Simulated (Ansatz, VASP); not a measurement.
Two plane-wave programs on AlNi

File INCAR:

```
SYSTEM = AlNi
PREC = Accurate ; ENCUT = 600
EDIFF = 1E-6 ; ISMEAR = 0
SIGMA = 0.1 ; LREAL = .False.
LASPH = .True. ; NELM = 100
ALGO = Normal ; ISIF = 3
LWAVE = .False. ; LCHARG = .False.
GGA = PE ; IBRION = 2
NSW = 100 ; EDIFFG = -0.005
```

KPOINTS

```
Automatic mesh
0
Gamma
  14 14 14
  0 0 0
```

POSCAR

```
AlNi
1.0
    2.8597112900      0.0000000000      0.0000000000
    0.0000000000      2.8597112900      0.0000000000
    0.0000000000      0.0000000000      2.8597112900
Al Ni
1 1
Direct
    0.5000000000      0.5000000000      0.5000000000
    0.0000000000      0.0000000000      0.0000000000
```

Input for Ansatz:

```yaml
crystal:
  lattice:
    - [2.85971129, 0.0, 0.0]
    - [0.0, 2.85971129, 0.0]
    - [0.0, 0.0, 2.85971129]
  atoms:
    - { symbol: Al, position: [0.5, 0.5, 0.5] }
    - { symbol: Ni, position: [0.0, 0.0, 0.0] }
basis:
  ecutwfc: 420
kpoints:
  mp_grid: { grid: [14, 14, 14] }
hamiltonian:
  xc: pbe
scf:
  occupations: { method: gaussian, width: 0.1 }
output:
  forces: true
  stress: true
  eigenvalues: true
relax:
  adjacent_minimum: "off"
  f_tol: 0.005
  max_steps: 80
  cell: { stress_tol: 0.05 }
```

The cell comes from a database or a generator and needn't be the stable form of this composition.

Alike in both runs: task relaxation of cell and atoms; functional PBE; k mesh 14 × 14 × 14; occupations gaussian, width 0.1 eV; no spin polarisation.

```csv
,VASP,Ansatz
version,VASP 6.6.1,Ansatz 0.2.0
potentials or method,"VASP PAW PBE potentials, release 64 (Al, Ni)","scalar-relativistic, plane waves, PAW"
plane-wave cutoff (eV),600,420
valence electrons in the cell,13,21
```

```tsv
	VASP	Ansatz	Ansatz less VASP
gap on the k mesh at the Fermi level, each at its own relaxed structure (eV)	none	none	-
relaxed volume (Å³/atom)	12.11	12.11	+0.001
relaxed cell length with the largest relative difference (Å)	2.893	2.893	0.0000
energy change over the relaxation (meV/atom)	-7	-8	-0.1
```

A gap of «none» marks a metal or a gap that the smearing closes. The two sets of potentials don't hold the same shells in valence.

Spin polarisation is off, so any magnetic state and its effect on volume and gap are missing.
